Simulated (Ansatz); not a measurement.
Predict the output of the script below (Ansatz's Python interface).

`convert.py`
```python
"""Chain to YAML and back, for ZnO."""

from pathlib import Path

import ansatz

XC = "r2scan"
MESH = (3, 3, 5)

cell = (
    ansatz.Lattice.from_parameters(5.51757, 5.51757, 3.258779, alpha=90, beta=90, gamma=90)
    .space_group(136, hermann_mauguin="P42/mnm")
    .atom("Zn", (0.181973, 0.181973, 0.5))
    .atom("O", (0.817247, 0.182753, 0.5))
)

base = (
    cell.calculation()
    .occupations(ansatz.OccupationsMethod.FIXED)
    .functional(XC)
    .pseudopotentials("paw")
    .kpoints(mesh=MESH)
    .optics(broadening_width=0.1)
)
Path("written.yaml").write_text(base.to_yaml())
back = ansatz.Calculation.from_yaml("written.yaml")
print(back.to_python())
print("same input:", back.to_yaml() == base.to_yaml())
```

Running `python convert.py` prints:
```text
(
    az.Lattice.from_parameters(5.51757, 5.51757, 3.258779, alpha=90.0, beta=90.0, gamma=90.0)
    .space_group(136, hermann_mauguin="P42/mnm")
    .atom("Zn", (0.181973, 0.181973, 0.5))
    .atom("O", (0.817247, 0.182753, 0.5))
    .calculation()
    .kpoints(3, 3, 5)
    .functional("r2scan")
    .pseudopotentials(kind="paw")
    .occupations(method="fixed")
    .optics(broadening_width=0.1)
)

same input: True
```

`written.yaml`, as written:
```yaml
crystal:
  lattice:
    a: 5.51757
    b: 5.51757
    c: 3.258779
    alpha: 90.0
    beta: 90.0
    gamma: 90.0
  space_group: 136
  setting:
    hermann_mauguin: P42/mnm
  atoms:
    - { symbol: Zn, position: [0.181973, 0.181973, 0.5] }
    - { symbol: O, position: [0.817247, 0.182753, 0.5] }
kpoints:
  mp_grid:
    grid: [3, 3, 5]
hamiltonian:
  xc: r2scan
  pseudopotentials:
    kind: paw
scf:
  occupations:
    method: fixed
output:
  optics:
    sigma: 0.1
```

The input is only written out: it wasn't run, and its settings aren't tested. The structure comes from a database and needn't be a stable phase.
